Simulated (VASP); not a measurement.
A run of VASP 6.6.1 is set up as follows.

File INCAR:

```
SYSTEM = SnO2
ALGO     = Normal         ! electronic algorithm
EDIFF    = 1E-7           ! SCF threshold, eV
ENCUT    = 450            ! plane-wave cutoff, eV
GGA      = PE             ! functional
ISIF     = 2              ! what is computed and relaxed
ISMEAR   = 0              ! smearing method
LASPH    = .True.         ! aspherical terms in the spheres
LCHARG   = .True.         ! write CHGCAR
LELF     = .True.         ! ELF
LREAL    = .False.        ! projectors in reciprocal space
LVHAR    = .True.       
LWAVE    = .False.        ! write WAVECAR
NELM     = 60             ! most SCF steps
PREC     = Accurate       ! precision mode
SIGMA    = 0.02           ! smearing width, eV
```

The input KPOINTS:

```
k-points
0
Gamma
  4 4 4
  0 0 0
```

POSCAR

```
SnO2
1.0
    0.0000000000      2.5741500000      2.5741500000
    2.5741500000      0.0000000000      2.5741500000
    2.5741500000      2.5741500000      0.0000000000
Sn O
1 2
Direct
    0.0000000000      0.0000000000      0.0000000000
    0.7500000000      0.7500000000      0.7500000000
    0.2500000000      0.2500000000      0.2500000000
```

Potentials or basis: VASP PAW PBE potentials, release 64 (Sn_d_GW, O_GW).

The run is started by

```console
$ cat potpaw_PBE.64/Sn_d_GW/POTCAR potpaw_PBE.64/O_GW/POTCAR > POTCAR
$ mpirun -np 1 vasp_std > vasp.out
```

What does it give for the band gap on the k mesh?

None (metal or under the smearing width).

Caveat: the k mesh is coarse (spacing up to 0.53 Å⁻¹), so the values aren't converged.
